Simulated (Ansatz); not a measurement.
WS2

Method: PBE, scalar-relativistic; collinear spin; PAW, 420 eV, Γ-centred 10×10×2 mesh, 0.05 eV Gaussian smearing; code Ansatz. The datasets are Ansatz's generated set soft_2.

Space group P6_3/mmc (No. 194). a = 3.188 Å, b = 3.188 Å, c = 14.857 Å, α = 90.00°, β = 90.00°, γ = 120.00°
```tsv
atom	site	symmetry	x	y	z
W	2c	-6m2	0.3333	0.6667	0.2500
S	4f	3m.	0.3333	0.6667	0.6443
```

The chain of runs began from a cell as deposited in COD, expanded in volume. Of that entry: the entry's cell lengths or inner coordinates differ somewhat from later room-temperature determinations. The relaxation kept the space group but changed the cell's proportions, one axis by 12 % at equal volume, so the results may not describe the measured structure.

Magnetic state: non-magnetic, site spin moments none.

Q: Which orbitals make up the states within about 0.6 eV of each band edge?

A: Valence edge: W 5d 71 %, S 3p 27 %. Conduction edge: W 5d 62 %, S 3p 35 %. Shares are among the projected shells; the gap is 1.63 eV.

Density of states (tetrahedra, averaged over 0.3 eV; states/eV per cell of 6 atoms; energy in eV from the Fermi level):

```
E (eV)   DOS
 -7.60   0.0
 -7.30   2.0
 -7.00   3.1
 -6.70   5.2
 -6.40   5.4
 -6.10   2.9
 -5.80   1.8
 -5.50   6.0
 -5.20   7.8
 -4.90   1.8
 -4.60   4.6
 -4.30   8.3
 -4.00   3.4
 -3.70   3.2
 -3.40   4.5
 -3.10   8.1
 -2.80   5.6
 -2.50   5.0
 -2.20   2.1
 -1.90   5.4
 -1.60   4.0
 -1.30   2.5
 -1.00   0.8
 -0.70   0.0
 -0.40   0.0
 -0.10   0.0
  0.20   0.0
  0.50   0.0
  0.80   0.2
  1.10   3.6
  1.40   6.0
  1.70  10.4
  2.00   6.3
  2.30   6.6
  2.60   4.9
  2.90   4.0
  3.20   2.0
  3.50   4.7
  3.80   2.8
  4.10   1.7
  4.40   1.6
  4.70   1.2
  5.00   1.4
  5.30   2.0
  5.60   2.4
  5.90   2.7
```

The 5d shell leads at both edges but is strongly mixed, between the Mott–Hubbard and the charge-transfer pattern.

Semilocal functionals underestimate band gaps, commonly by a third or more. For elements this heavy, spin–orbit coupling would shift levels and gaps; it isn't included here. The structure is built of weakly bound layers, and this functional has no dispersion term, so their spacing and all that hangs on it (volume, the soft elastic constants, low modes, dielectric constants) are poorly given.
